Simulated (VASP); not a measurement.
H: molecular dynamics with r2SCAN+D3(BJ)

H:

```
CELL_PARAMETERS angstrom
6.41507 0.00000 0.00000
0.00000 6.41507 0.00000
0.00000 0.00000 6.41507
ATOMIC_POSITIONS crystal
H 0.19450 0.29158 0.58940
H 0.27742 0.23989 0.52802
H 0.32634 0.74719 0.72373
H 0.22593 0.70473 0.68371
H 0.66974 0.95521 0.68733
H 0.66787 0.93330 0.57354
H 0.33491 0.61287 0.17669
H 0.29199 0.53900 0.09895
H 0.44392 0.07354 0.08287
H 0.38755 0.04799 0.98519
H 0.89240 0.59845 0.47565
H 0.97298 0.60893 0.39296
H 0.92519 0.15018 0.28947
H 0.87262 0.06738 0.22850
H 0.73004 0.37192 0.85222
H 0.78476 0.32063 0.76436
```

The cell was built by a generator and needn't be a form met in nature.

* Program: VASP 6.6.1
* Task: molecular dynamics
* Functional: r2SCAN
* Dispersion: D3(BJ)
* Potentials or basis: VASP PAW PBE potentials, release 64 (H)
* Cutoff: 520 eV
* k mesh: 1 × 1 × 1
* Occupations: fermi-dirac, width 0.02 eV
* Spin: no spin polarisation
* Dipole correction: no
* Further INCAR settings: LREAL = Auto; ALGO = Normal; EDIFF = 1e-05; NBANDS = 22; ISYM = 0; IBRION = 0; POTIM = 0.5; NSW = 40

```yaml
Dispersion_energy_per_atom: -0.007 eV
```

Step by step:
```tsv
step	potential energy change (eV)	largest force (eV/Å)	pressure (GPa)	volume (Å³)	temperature (K)
1	0.0000	0.1918	0.12	264.00	265
2	0.0282	1.0490	-0.18	264.00	251
3	0.0869	1.6581	-0.41	264.00	217
4	0.1338	1.9037	-0.54	264.00	189
5	0.1479	1.9112	-0.60	264.00	180
6	0.1247	1.7426	-0.60	264.00	190
7	0.0781	1.3958	-0.51	264.00	207
8	0.0319	0.8552	-0.32	264.00	221
9	0.0090	0.5744	-0.04	264.00	224
10	0.0215	0.8432	0.25	264.00	222
11	0.0609	1.7323	0.54	264.00	215
12	0.0963	2.2547	0.75	264.00	200
13	0.0986	2.2030	0.83	264.00	191
14	0.0637	1.6466	0.73	264.00	207
15	0.0259	0.8429	0.57	264.00	238
16	0.0059	0.7507	0.33	264.00	245
17	0.0124	0.6696	0.06	264.00	231
18	0.0456	1.2153	-0.20	264.00	216
19	0.0817	1.5216	-0.40	264.00	204
20	0.1041	1.6681	-0.53	264.00	206
21	0.1062	1.6236	-0.58	264.00	211
22	0.0772	1.3183	-0.51	264.00	232
23	0.0333	0.8880	-0.30	264.00	262
24	0.0093	0.5686	-0.03	264.00	275
25	0.0212	0.8887	0.29	264.00	266
26	0.0609	1.6630	0.57	264.00	244
27	0.0961	2.1328	0.78	264.00	228
28	0.1001	2.1762	0.85	264.00	223
29	0.0687	1.6697	0.77	264.00	239
30	0.0311	0.8659	0.58	264.00	260
31	0.0170	0.9675	0.31	264.00	258
32	0.0300	0.8876	0.06	264.00	237
33	0.0599	1.1117	-0.19	264.00	230
34	0.0940	1.4037	-0.37	264.00	230
35	0.1128	1.5347	-0.46	264.00	209
36	0.1151	1.5682	-0.47	264.00	197
37	0.0985	1.5084	-0.42	264.00	195
38	0.0638	1.2343	-0.25	264.00	198
39	0.0323	0.8262	-0.07	264.00	212
40	0.0212	0.6604	0.17	264.00	217
```

It took 23 min on 1 thread of Intel(R) Xeon(R) Platinum 8259CL CPU @ 2.50GHz (Skylake/Cascade Lake), with other jobs on the host, peak memory 0.36 GiB.

Caveat: the PAW data sets were made with another functional, which shifts forces and pressure a little.
